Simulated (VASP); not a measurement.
Here is a VASP 6.6.1 calculation.

The input INCAR:

```
SYSTEM = Li
PREC = Accurate ; ENCUT = 520
EDIFF = 1E-6 ; ISMEAR = -1
SIGMA = 0.15 ; LREAL = .FALSE.
LASPH = .TRUE. ; NELM = 60
ALGO = Normal ; ISIF = 2
LWAVE = .FALSE. ; LCHARG = .FALSE.
GGA = PE ; NBANDS = 8
```

File KPOINTS:

```
Automatic mesh
0
G
  8 8 8
  0 0 0
```

The input POSCAR:

```
Li
1.0
    0.0000000000      2.2020000000      2.2020000000
    2.2020000000      0.0000000000      2.2020000000
    2.2020000000      2.2020000000      0.0000000000
Li
1
Direct
    0.0000000000      0.0000000000      0.0000000000
```

Potentials or basis: VASP PAW PBE potentials, release 64 (Li_sv).

Command:

```console
$ cat potpaw_PBE.64/Li_sv/POTCAR > POTCAR
$ mpirun -np 1 vasp_std > vasp.out
```

(1) Estimate the band gap on the k mesh.

Results:

(1) none (metal or under the smearing width).
